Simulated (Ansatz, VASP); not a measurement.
Given: the input of a run of VASP 6.6.1 on GaP.

INCAR

```
  ALGO = Fast
  EDIFF = 1E-7
  ENCUT = 520
  GGA = PE
  ISIF = 2
  ISMEAR = -1
  LASPH = T
  LCHARG = F
  LREAL = F
  LWAVE = F
  NELM = 60
  PREC = Accurate
  SIGMA = 0.05
```

KPOINTS

```
k-points
0
Gamma
  8 8 8
```

Contents of POSCAR:

```
GaP
1.0
    0.0000000000      2.7252500000      2.7252500000
    2.7252500000      0.0000000000      2.7252500000
    2.7252500000      2.7252500000      0.0000000000
Ga P
1 1
Direct
    0.0000000000      0.0000000000      0.0000000000
    0.7500000000      0.7500000000      0.7500000000
```

The input KPOINTS_OPT:

```
path GXWKGLUWLK,UX
20
line-mode
reciprocal
 0.0000000000  0.0000000000  0.0000000000  G
 0.5000000000  0.0000000000  0.5000000000  X

 0.5000000000  0.0000000000  0.5000000000  X
 0.5000000000  0.2500000000  0.7500000000  W

 0.5000000000  0.2500000000  0.7500000000  W
 0.3750000000  0.3750000000  0.7500000000  K

 0.3750000000  0.3750000000  0.7500000000  K
 0.0000000000  0.0000000000  0.0000000000  G

 0.0000000000  0.0000000000  0.0000000000  G
 0.5000000000  0.5000000000  0.5000000000  L

 0.5000000000  0.5000000000  0.5000000000  L
 0.6250000000  0.2500000000  0.6250000000  U

 0.6250000000  0.2500000000  0.6250000000  U
 0.5000000000  0.2500000000  0.7500000000  W

 0.5000000000  0.2500000000  0.7500000000  W
 0.5000000000  0.5000000000  0.5000000000  L

 0.5000000000  0.5000000000  0.5000000000  L
 0.3750000000  0.3750000000  0.7500000000  K

 0.6250000000  0.2500000000  0.6250000000  U
 0.5000000000  0.0000000000  0.5000000000  X
```

Potentials or basis: VASP PAW PBE potentials, release 64 (Ga_d, P).

The run is started by

```console
$ cat potpaw_PBE.64/Ga_d/POTCAR potpaw_PBE.64/P/POTCAR > POTCAR
$ mpirun -np 1 vasp_std > vasp.out
```

**Question.** Set up the same calculation for Ansatz 0.2.0. Potentials there: Ansatz PAW.

**Answer.** As run (the cutoff follows the program's own potentials):

input.yaml

```yaml
crystal:
  lattice:
    - [0.0, 2.72525, 2.72525]
    - [2.72525, 0.0, 2.72525]
    - [2.72525, 2.72525, 0.0]
  atoms:
    - { symbol: Ga, position: [0.0, 0.0, 0.0] }
    - { symbol: P, position: [0.75, 0.75, 0.75] }
hamiltonian:
  xc: pbe
  pseudopotentials: { kind: paw }
kpoints:
  mp_grid: { grid: [8, 8, 8] }
  band_path:
    path:
      - [[0.0, 0.0, 0.0], [0.5, 0.0, 0.5], [0.5, 0.25, 0.75], [0.375, 0.375, 0.75], [0.0, 0.0, 0.0], [0.5, 0.5, 0.5], [0.625, 0.25, 0.625], [0.5, 0.25, 0.75], [0.5, 0.5, 0.5], [0.375, 0.375, 0.75]]
      - [[0.625, 0.25, 0.625], [0.5, 0.0, 0.5]]
    npoints: 14
scf:
  occupations: { method: fermi_dirac, width: 0.05 }
  n_extra_bands: 6
output:
  forces: true
  stress: true
  eigenvalues: true
  fatbands: false
```

Potentials or basis: Ansatz PAW.

The run is started by

```sh
$ ansatz run input.yaml --threads 2 --pin off --max-ram 5632MiB --backend cpu --events-out ev --progress --plain --runs-dir out
```

Both were run:

|  | VASP | Ansatz | Ansatz less VASP |
| --- | --- | --- | --- |
| gap on the k mesh at the Fermi level (eV) | 1.64 | 1.64 | 0.000 |
| least direct gap on the mesh (eV) | 1.83 | 1.83 | +0.002 |
| gap along the band path (eV) | 1.59 | 1.59 | 0.000 |
| pressure (GPa) | 2.5 | 2.5 | +0.01 |

The functional is the same, so the differences come from potentials, cutoffs and numerics.

Caveats: the k mesh misses the band edges, so the gap on the mesh is wider than the one along the path (Ansatz). A hybrid or GW would open this gap; PBE tends to underestimate it.
